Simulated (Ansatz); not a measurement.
Crystal: BaTiO3.

```
CELL_PARAMETERS angstrom
2.82737 1.63238 2.31839
-2.82737 1.63238 2.31839
0.00000 -3.26476 2.31839
ATOMIC_POSITIONS crystal
Ba 0.00000 0.00000 0.00000
Ti 0.48450 0.48450 0.48450
O 0.50860 0.01750 0.50860
O 0.01750 0.50860 0.50860
O 0.50860 0.50860 0.01750
```

Base run:

* Program: Ansatz 0.2.0
* Functional: PBE
* Potentials or basis: Ansatz PAW
* Cutoff: 420 eV (not typed: the program's choice for these potentials)
* k mesh: 7 × 7 × 7
* Occupations: fermi-dirac, width 0.05 eV
* Spin: no spin polarisation

Its results: band gap on the k mesh 2.50 eV, indirect (least direct gap 2.79 eV); pressure 5.0 GPa; largest force 0.138 eV/Å.

**Question.** The run is repeated on the same cell with these changes: functional from PBE to revPBE. What comes out?

**Answer.** Band gap on the k mesh 2.52 eV, indirect (least direct gap 2.82 eV); pressure 8.2 GPa; largest force 0.151 eV/Å.

revPBE binds less tightly than PBE, so the same cell stands under more pressure.

Caveats: odd divisions of the mesh miss points on the zone boundary, where band edges often lie, so the gap on the mesh can be too wide; spin-orbit coupling is left out, which moves the levels of the heavy elements; the PAW data sets come from PBE, with cores solved anew for the run's functional, which leaves a small shift of forces and pressure (some runs).

A k mesh can miss the band edges.
